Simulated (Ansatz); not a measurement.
Energy ranking of NiO5 structures

These are results of Ansatz 0.2.0, DFT PBE, scalar-relativistic, plane waves, PAW, not measurements. Settings: cutoff 420 eV, Γ-centred meshes spaced at most about 0.3 Å⁻¹, and about 0.25 Å⁻¹ or finer for metals (2π included), Gaussian smearing. Spin is collinear.

The zero of energy is the elements' standard structures at the same level (O₂ as a molecule); no fitted shifts are applied.

These are static total energies at zero pressure. Larger cells and other orderings weren't all tried, so the list isn't exhaustive. The k mesh leaves some 4 meV/atom of noise in the energy of each metallic cell. Weakly bound directions are ill-defined at this level, which has no dispersion term (I4/mmm, Cmmm, Immm), and this can change margins and order among such cells. In such compounds of Ni a zero gap at this level may well be an artefact, since no Hubbard U is applied. The magnetic state reached may not be the lowest.

Invented guesses were relaxed alike, and ends that match in structure, energy and magnetic state were merged. ΔE counts from the first row. Coordination counts O atoms around Ni (those within 1.25 times the shortest such distance or 1.15 times the sum of covalent radii, 1.27 where that leaves under three; a plus sign parts nearer from farther groups). The ends were matched against large subsets of the Crystallography Open Database and the Materials Project, so a missing match doesn't prove that a structure is unreported.

| # | reached from | type and space group | atoms | Å³/atom | coordination | ΔE (meV/atom) | gap on mesh (eV) | moments | in databases |
| --- | --- | --- | --- | --- | --- | --- | --- | --- | --- |
| 1 | a cell proposed by chemical analogy | I4/mmm (No. 139) | 6 | 15.0 | Ni 4 | 0 | 0.00 | parallel, 0.8 μB | no match |
| 2 | random cell | Cmmm (No. 65) | 6 | 11.5 | Ni 2+4 | 5 | 0.00 | parallel, 1.0 μB | no match |
| 3 | a cell proposed by chemical analogy | Immm (No. 71) | 6 | 18.0 | Ni 2+4 | 132 | 0.00 | opposed, 0.6 μB | no match |

The first two are tied within the noise. The first: Space group I4/mmm (No. 139), tetragonal, a = 2.644 Å, c = 25.701 Å. Ni is surrounded by 4 O at 1.87 Å; O on a site of symmetry 4mm is surrounded by 1 O at 1.22 Å; O on a second site of symmetry 4mm is surrounded by 1 O at 1.22 Å; around O on a site of symmetry 4/mmm lie 4 Ni at 1.87 Å. Its energy over the elements is −0.06 eV/atom. It lies below the elements, which doesn't yet make it stable against other compounds or structures. An observed structure of this formula, if there is one, may be missing.

```
Ni O
1.0
    -1.32196    1.32196   12.85046
     1.32196   -1.32196   12.85046
     1.32196    1.32196  -12.85046
Ni O
1 5
Direct
  0.00000 0.00000 0.00000
  0.13937 0.13937 0.00000
  0.18677 0.18677 0.00000
  0.86063 0.86063 0.00000
  0.81323 0.81323 0.00000
  0.50000 0.50000 0.00000
```

The second: Space group Cmmm (No. 65), orthorhombic, a = 3.507 Å, b = 9.894 Å, c = 3.970 Å. Around Ni lie 2 O at 1.75 Å and 4 O at 2.21 Å; around O on a site of symmetry m lie 1 O at 1.25 Å and 1 Ni at 2.21 Å; O on a site of symmetry mmm has 2 Ni at 1.75 Å. Counting O atoms around Ni, the first has Ni 4 and the second has Ni 2+4. The first and the second both hold O–O pairs. Cells relaxed within their symmetry can be saddle points. Some types were kept out of the candidates beforehand, so the set may lack a known form.
